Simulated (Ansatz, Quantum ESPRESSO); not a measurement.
## Moving the pressure in Ta

The cell as given:

Symmetry: Im-3m, No. 229, cubic system. The conventional cell has a = 3.303 Å, b = 3.303 Å, c = 3.303 Å, α = 90.00°, β = 90.00°, γ = 90.00°. Ta (site symmetry m-3m) is surrounded by 8 Ta at 2.86 Å.

Kept alike: task relaxation of cell and atoms; functional PBE; k mesh 11 × 11 × 11; occupations fermi-dirac, width 0.05 eV; no spin polarisation. Program: Ansatz, Ansatz PAW, cutoff 420 eV. The mesh is that of the run's cell of 1 atom. No spin-orbit coupling.

| pressure, P (GPa) | volume (Å³/atom) |
| --- | --- |
| 0 | 18.245 |
| 2 | 18.063 |
| 5 | 17.806 |
| 10 | 17.418 |
| 20 | ? |
| 30 | 16.204 |

The relaxations keep at least the cell's symmetry (Im-3m). For a metal such a mesh leaves the last digits unconverged. The runs follow the start's structure, whether or not it is the stable one at these pressures. P is the pressure aimed at, which the runs meet within some hundredths to tenths of a GPa.

Problem. Fit the rows shown and predict the run at 20 GPa.

Solution. Murnaghan's form V = V0 (1 + B′P/B0)^(-1/B′) through the rows shown has V0 = 18.2449, B0 = 195.3 GPa and B′ = 4.19 (largest miss 0.0006); at P = 20 it gives 16.755 Å³/atom. The run gave: volume 16.758 Å³/atom.
